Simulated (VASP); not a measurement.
Here is a VASP 6.6.1 calculation.

File INCAR:

```
PREC = Accurate ; ENCUT = 600
EDIFF = 1E-6 ; ISMEAR = 0
SIGMA = 0.03 ; LREAL = F
LASPH = T ; NELM = 80
ALGO = Normal ; ISIF = 3
LWAVE = F ; LCHARG = F
IBRION = 2 ; NSW = 90
EDIFFG = -0.01
```

The input KPOINTS:

```
regular mesh
0
Gamma
  10 10 10
```

POSCAR

```
BP
1.0
    0.0000000000      2.2690000000      2.2690000000
    2.2690000000      0.0000000000      2.2690000000
    2.2690000000      2.2690000000      0.0000000000
B P
1 1
Direct
    0.0000000000      0.0000000000      0.0000000000
    0.2500000000      0.2500000000      0.2500000000
```

Potentials or basis: VASP PAW LDA potentials, release 64 (B, P).

Run with:

```console
$ cat potpaw_LDA.64/B/POTCAR potpaw_LDA.64/P/POTCAR > POTCAR
$ mpirun -np 1 vasp_std > vasp.out
```

(1) Predict the relaxed cell.

(2) What does it give for the relaxed volume?

(3) What does it give for the band gap on the k mesh?

Answers

(1) a = 3.175 Å, b = 3.175 Å, c = 3.175 Å, α = 60.00°, β = 60.00°, γ = 60.00°.

(2) 11.31 Å³/atom.

(3) 1.15 eV, indirect (least direct gap 3.43 eV).
